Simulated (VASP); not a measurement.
# MnS (Fm-3m) in VASP: electric field gradients with PBE

Aim: the electric field gradients of MnS with PBE.

Everything below comes from runs of VASP 6.6.1. Logs are shortened: lines on timing, memory, paths and dates and some standing lists are left out, and cuts for length are marked.

## (1) The crystal as given

Symmetry: Fm-3m, No. 225, cubic system. The conventional cell has a = 5.224 Å, b = 5.224 Å, c = 5.224 Å, α = 90.00°, β = 90.00°, γ = 90.00°. Mn (site symmetry m-3m) has 6 S at 2.61 Å as nearest neighbours. Around S (site symmetry m-3m) lie 6 Mn at 2.61 Å.

## (2) Electric field gradients, PBE, collinear spin, typed start

INCAR reads:

```
SYSTEM = MnS
ALGO = Normal
EDIFF = 1E-8
ENCUT = 520
GGA = PE
ISIF = 2
ISMEAR = -1
ISPIN = 2
LASPH = .True.
LCHARG = .False.
LEFG = .True.
LMAXMIX = 4
LORBIT = 11
LREAL = .False.
LWAVE = .False.
MAGMOM = 4 0
NBANDS = 20
NELM = 150
PREC = Accurate
SIGMA = 0.05
```

KPOINTS reads:

```
k-points
0
Gamma
  12 12 12
  0 0 0
```

POSCAR reads:

```
MnS
1.0
    0.0000000000      2.6122500000      2.6122500000
    2.6122500000      0.0000000000      2.6122500000
    2.6122500000      2.6122500000      0.0000000000
Mn S
1 1
Direct
    0.0000000000      0.0000000000      0.0000000000
    0.5000000000      0.5000000000      0.5000000000
```

Potentials or basis: VASP PAW PBE potentials, release 64 (Mn_pv, S).

The run is started by

```
$ cat potpaw_PBE.64/Mn_pv/POTCAR potpaw_PBE.64/S/POTCAR > POTCAR
$ mpirun -np 1 vasp_std > vasp.out
```

OUTCAR:

```text
SYSTEM = MnS
   EDIFF = 1E-8
   ENCUT = 520
   GGA = PE
   ISIF = 2
   ISMEAR = -1
   ISPIN = 2
   LASPH = .True.
   LORBIT = 11
   LREAL = .False.
   NELM = 150
   PREC = Accurate

 ion  position               nearest neighbor table
   1  0.000  0.000  0.000-   2 2.61   2 2.61   2 2.61   2 2.61   2 2.61   2 2.61
   2  0.500  0.500  0.500-   1 2.61   1 2.61   1 2.61   1 2.61   1 2.61   1 2.61

  LATTYP: Found a face centered cubic cell.
 ALAT       =     5.2245000000

  Lattice vectors:

 A1 = (   0.0000000000,   2.6122500000,   2.6122500000)
 A2 = (   2.6122500000,   0.0000000000,   2.6122500000)
 A3 = (   2.6122500000,   2.6122500000,   0.0000000000)

Analysis of symmetry for initial positions (statically):
=====================================================================
 Subroutine PRICEL returns:
 Original cell was already a primitive cell.

 Routine SETGRP: Setting up the symmetry group for a
 face centered cubic supercell.

 Subroutine GETGRP returns: Found 48 space group operations
 (whereof 48 operations were pure point group operations)
 out of a pool of 48 trial point group operations.

The static configuration has the point symmetry O_h .

Analysis of symmetry for dynamics (positions and initial velocities):
=====================================================================
 Subroutine PRICEL returns:
 Original cell was already a primitive cell.

 Routine SETGRP: Setting up the symmetry group for a
 face centered cubic supercell.

 Subroutine GETGRP returns: Found 48 space group operations
 (whereof 48 operations were pure point group operations)
 out of a pool of 48 trial point group operations.

The dynamic configuration has the point symmetry O_h .

Analysis of structural, dynamic, and magnetic symmetry:
=====================================================================
 Subroutine PRICEL returns:
 Original cell was already a primitive cell.

 Routine SETGRP: Setting up the symmetry group for a
 face centered cubic supercell.

 Subroutine GETGRP returns: Found 48 space group operations
 (whereof 48 operations were pure point group operations)
 out of a pool of 48 trial point group operations.

The overall configuration has the point symmetry O_h .

 Subroutine INISYM returns: Found 48 space group operations
 (whereof 48 operations are pure point group operations),
 and found     1 'primitive' translations

----------------------------------------------------------------------------------------

                                     Primitive cell

  volume of cell :      35.6512

  direct lattice vectors                    reciprocal lattice vectors
     0.000000000  2.612250000  2.612250000    -0.191405876  0.191405876  0.191405876
     2.612250000  0.000000000  2.612250000     0.191405876 -0.191405876  0.191405876
     2.612250000  2.612250000  0.000000000     0.191405876  0.191405876 -0.191405876

  length of vectors
     3.694279378  3.694279378  3.694279378     0.331524702  0.331524702  0.331524702

  position of ions in fractional coordinates (direct lattice)
     0.000000000  0.000000000  0.000000000
     0.500000000  0.500000000  0.500000000

  ion indices of the primitive-cell ions
   primitive index   ion index
                 1           1
                 2           2

----------------------------------------------------------------------------------------

 KPOINTS: k-points

Automatic generation of k-mesh.
 Grid dimensions read from file:
 generate k-points for:   12   12   12

 Generating k-lattice:

  Cartesian coordinates                     Fractional coordinates (reciprocal lattice)
    -0.015950490  0.015950490  0.015950490     0.083333333  0.000000000  0.000000000
     0.015950490 -0.015950490  0.015950490     0.000000000  0.083333333  0.000000000
     0.015950490  0.015950490 -0.015950490     0.000000000  0.000000000  0.083333333

  Length of vectors
     0.027627059  0.027627059  0.027627059

  Shift w.r.t. Gamma in fractional coordinates (k-lattice)
     0.000000000  0.000000000  0.000000000

 Subroutine IBZKPT returns following result:
 ===========================================

 Found     72 irreducible k-points:

 Following reciprocal coordinates:
            Coordinates               Weight
  0.000000  0.000000  0.000000      1.000000
  0.083333  0.000000  0.000000      8.000000
  0.166667  0.000000  0.000000      8.000000
  0.250000  0.000000  0.000000      8.000000
  0.333333  0.000000  0.000000      8.000000
  0.416667  0.000000  0.000000      8.000000
[... 16 lines left out ...]
  0.500000  0.166667  0.000000     24.000000
 -0.416667  0.166667  0.000000     24.000000
 [... further k-points ...]
   k-points           NKPTS =     72   k-points in BZ     NKDIM =     72   number of bands    NBANDS=     20
   number of dos      NEDOS =    301   number of ions     NIONS =      2
   total plane-waves  NPLWV =  21952
   dimension x,y,z NGX =    28 NGY =   28 NGZ =   28
   dimension x,y,z NGXF=    56 NGYF=   56 NGZF=   56
   ions per type =               1   1
   NGX,Y,Z   is equivalent  to a cutoff of  12.60, 12.60, 12.60 a.u.
   NGXF,Y,Z  is equivalent  to a cutoff of  25.20, 25.20, 25.20 a.u.
 SYSTEM =  MnS
   PREC   = accura    normal or accurate (medium, high low for compatibility)
   ISTART =      0    job   : 0-new  1-cont  2-samecut
   ICHARG =      2    charge: 1-file 2-atom 10-const
   ISPIN  =      2    spin polarized calculation?
   LNONCOLLINEAR =      F non collinear calculations
   LSORBIT =      F    spin-orbit coupling
   LASPH  =      T    aspherical Exc in radial PAW
   ENCUT  =  520.0 eV  38.22 Ry    6.18 a.u.   6.87  6.87  6.87*2*pi/ulx,y,z
   NELM   =    150;   NELMIN=  2; NELMDL= -5     # of ELM steps
   EDIFF  = 0.1E-07   stopping-criterion for ELM
   LREAL  =      F    real-space projection
   EDIFFG = 0.1E-06   stopping-criterion for IOM
   NSW    =      0    number of steps for IOM
   IBRION =     -1    ionic relax: 0-MD 1-quasi-New 2-CG
   NFREE  =      0    steps in history (QN), initial steepest desc. (CG)
   ISIF   =      2    stress and relaxation
   ISYM   =      2    0-nonsym 1-usesym 2-fastsym
   POTIM  = 0.5000    time-step for ionic-motion
   TEBEG  =    0.0;   TEEND  =   0.0 temperature during run
   PSTRESS=    0.0 pullay stress
   NELECT =      19.0000    total number of electrons
   NUPDOWN=      -1.0000    fix difference up-down
   EMIN   =  10.00;   EMAX   =-10.00  energy-range for DOS
   EFERMI =   0.00;   METHOD = LEGACY
   ISMEAR =    -1;   SIGMA  =   0.05  broadening in eV -4-tet -1-fermi 0-gaus
   EFERMI_NEDOS =   21; number of points for ismear=-14 and -15
   IALGO  =     38    algorithm
   IMIX   =      4    mixing-type and parameters
     AMIX     =   0.40;   BMIX     =  1.00
     AMIX_MAG =   1.60;   BMIX_MAG =  1.00
  volume/ion in A,a.u.               =      17.83       120.29
  Fermi-wavevector in a.u.,A,eV,Ry     =   1.327297  2.508227 23.969603  1.761716
  Thomas-Fermi vector in A             =   2.456619
   LORBIT       =     11    0 simple, 1 ext, 2 COOP (PROOUT), +10 PAW based schemes
   GGA     = PE    functional components
   LHFCALC =     F    Hartree Fock is set to
   AEXX    =    0.0000 exact exchange contribution
   IVDW    =     0    specifies the selected vdW correction
   LEPSILON=     F    determine dielectric tensor
   LRPA    =     F    only Hartree local field effects (RPA)
 spin polarized calculation
  energy-cutoff  :      520.00
  volume of cell :       35.65
 maximum number of plane-waves:       982
   NGX = 13   NGY = 13   NGZ = 13

 number of electron      18.9999987 magnetization       4.7381433

 Free energy of the ion-electron system (eV)
  ---------------------------------------------------
  ext. energy  EPLUGINS =         0.00000000
  ---------------------------------------------------
  free energy    TOTEN  =       -14.06032996 eV

  energy without entropy =      -14.05191254  energy(sigma->0) =      -14.05612125

 E-fermi :   6.5475     XC(G=0): -10.5967

 val. band max:        6.5200255922   @ k =   0.5000   0.0833   0.0000
 cond. band min:       6.5595827497   @ k =   0.4167   0.0833   0.0000
 fundamental gap:      0.0395571574
 Fermi energy:         6.5474963034

 spin component 1

 k-point     1 :       0.0000    0.0000    0.0000
  band No.  band energies     occupation
      1     -44.1706      1.00000
      2     -44.1706      1.00000
      3     -44.1706      1.00000
      4      -7.9749      1.00000
      5       3.1586      1.00000
      6       3.1586      1.00000
[... 12 lines left out ...]
     19      18.2790      0.00000
     20      18.6139      0.00000

 k-point     2 :       0.0833    0.0000    0.0000
  band No.  band energies     occupation
      1     -44.1711      1.00000
      2     -44.1707      1.00000
      3     -44.1707      1.00000
      4      -7.9055      1.00000
      5       3.0105      1.00000
      6       3.0286      1.00000
[... 498 lines left out ...]
 k-point    24 :      -0.4167    0.1667    0.0000
  band No.  band energies     occupation
      1     -44.1775      1.00000
      2     -44.1731      1.00000
      3     -44.1720      1.00000
      4      -6.5880      1.00000
      5      -0.0953      1.00000
      6       1.5900      1.00000
[... 12 lines left out ...]
     19      20.3178      0.00000
     20      21.8078      0.00000

 [... further k-points ...]

 spin component 2

 k-point     1 :       0.0000    0.0000    0.0000
  band No.  band energies     occupation
      1     -39.6194      1.00000
      2     -39.6194      1.00000
      3     -39.6194      1.00000
      4      -7.6782      1.00000
      5       4.9011      1.00000
      6       4.9011      1.00000
[... 12 lines left out ...]
     19      19.3126      0.00000
     20      20.3310      0.00000

 k-point     2 :       0.0833    0.0000    0.0000
  band No.  band energies     occupation
      1     -39.6201      1.00000
      2     -39.6195      1.00000
      3     -39.6195      1.00000
      4      -7.6117      1.00000
      5       4.3657      1.00000
      6       4.6872      1.00000
[... 498 lines left out ...]
 k-point    24 :      -0.4167    0.1667    0.0000
  band No.  band energies     occupation
      1     -39.6289      1.00000
      2     -39.6227      1.00000
      3     -39.6213      1.00000
      4      -6.3638      1.00000
      5       0.5904      1.00000
      6       2.7134      1.00000
[... 12 lines left out ...]
     19      21.2478      0.00000
     20      22.3361      0.00000

 [... further k-points ...]

------------------------ aborting loop because EDIFF is reached ----------------------------------------

  FORCE on cell =-STRESS in cart. coord.  units (eV):
  Direction    XX          YY          ZZ          XY          YZ          ZX
  --------------------------------------------------------------------------------------
  -------------------------------------------------------------------------------------
  Total       -0.7283210     -0.7283210     -0.7283210      0.0000000     -0.0000000      0.0000000
  in kB      -32.7309947    -32.7309947    -32.7309947      0.0000000     -0.0000000      0.0000000
  external PRESSURE =     -32.7309947 kB  Pullay stress =       0.0000000 kB

 VOLUME and BASIS-vectors are now :
 -----------------------------------------------------------------------------
  energy-cutoff  :      520.00
  volume of cell :       35.65
      direct lattice vectors                 reciprocal lattice vectors
     0.000000000  2.612250000  2.612250000    -0.191405876  0.191405876  0.191405876
     2.612250000  0.000000000  2.612250000     0.191405876 -0.191405876  0.191405876
     2.612250000  2.612250000  0.000000000     0.191405876  0.191405876 -0.191405876

 POSITION                                       TOTAL-FORCE (eV/Angst)
 -----------------------------------------------------------------------------------
      0.00000      0.00000      0.00000         0.000000      0.000000     -0.000000
      2.61225      2.61225      2.61225         0.000000      0.000000      0.000000
 -----------------------------------------------------------------------------------
    total drift:                               -0.000000      0.000000      0.000000

  FREE ENERGIE OF THE ION-ELECTRON SYSTEM (eV)
  ---------------------------------------------------
  free  energy   TOTEN  =       -14.0603299620 eV

  energy  without entropy=      -14.0519125402  energy(sigma->0) =      -14.05612125

 Electric field gradients (V/A^2)
---------------------------------------------------------------------
 ion       V_xx      V_yy      V_zz      V_xy      V_xz      V_yz
---------------------------------------------------------------------
   1      -0.000    -0.000     0.000     0.004     0.004     0.004
   2       0.000     0.000    -0.000    -0.000    -0.000    -0.000
---------------------------------------------------------------------

 Electric field gradients after diagonalization (V/A^2)
 (convention: |V_zz| > |V_xx| > |V_yy|)
----------------------------------------------------------------------
 ion       V_xx      V_yy      V_zz     asymmetry (V_yy - V_xx)/ V_zz
----------------------------------------------------------------------
   1      -0.004    -0.004     0.008       0.000
   2       0.000     0.000    -0.001       0.000
----------------------------------------------------------------------

           NMR quadrupolar parameters

 Cq : quadrupolar parameter    Cq=e*Q*V_zz/h
 eta: asymmetry parameters     (V_yy - V_xx)/ V_zz
 Q  : nuclear electric quadrupole moment in mb (millibarn)
----------------------------------------------------------------------
 ion       Cq(MHz)       eta       Q (mb)
----------------------------------------------------------------------
   1       0.000       0.000       1.000
   2      -0.000       0.000       1.000
----------------------------------------------------------------------

 total charge

# of ion       s       p       d       tot
------------------------------------------
    1        0.213   6.160   4.924  11.297
    2        1.327   2.400   0.000   3.727
--------------------------------------------------
tot          1.540   8.559   4.924  15.024

 magnetization (x)

# of ion       s       p       d       tot
------------------------------------------
    1        0.051   0.038   4.186   4.275
    2        0.026   0.083   0.000   0.110
--------------------------------------------------
tot          0.078   0.121   4.186   4.385
```

Run time: 1.7 min. Hardware: 1 thread of Intel Xeon Platinum 8259CL at 2.50GHz (Skylake/Cascade Lake), shared host; peak memory 0.22 GiB.

Results:

| Item | Value |
| --- | --- |
| Free energy | -14.0603 eV |
| Pressure | -3.3 GPa |
| Band gap on the k mesh | none (metal or under the smearing width) |
| Net moment | 4.74 μB per cell |
| Site moments | Mn +4.28; S +0.11 μB |
| Valence electrons inside the program's atomic spheres | Mn 11.30; S 3.73 |

Levels at points of the mesh, in eV from the Fermi level:
Spin up:
| k point | band 10 | band 11 | band 12 | band 13 | band 14 | band 15 |
| --- | --- | --- | --- | --- | --- | --- |
| (0.00, 0.00, 0.00) | -1.87 | -1.87 | -1.87 | 1.64 | 8.57 | 8.57 |
| (0.50, 0.00, 0.00) | -2.51 | 0.35 | 0.35 | 2.81 | 5.37 | 5.37 |
| (0.50, 0.50, 0.00) | -2.76 | -2.76 | -2.28 | 0.82 | 5.45 | 10.06 |
Spin down:
```csv
k point,band 5,band 6,band 7,band 8,band 9,band 10
"(0.00, 0.00, 0.00)",-1.65,-1.65,-1.65,0.33,0.33,0.33
"(0.50, 0.00, 0.00)",-6.31,-3.32,-3.32,1.27,1.27,1.46
"(0.50, 0.50, 0.00)",-5.50,-3.15,-3.15,-0.76,0.79,1.51
```

Electric field gradients, principal values (V/Å²):
```csv
atom,Vxx,Vyy,Vzz
1 Mn,-0.004,-0.004,0.008
2 S,0.000,0.000,-0.001
```

Caveat: a cell with one magnetic atom can't hold antiferromagnetic order, which such compounds often take; semilocal functionals often make such compounds metallic where correlation or magnetic order opens a gap, which also shifts bond lengths. With open d or f shells a metallic result of PBE can be an artefact of self-interaction; +U or a hybrid may open a gap.
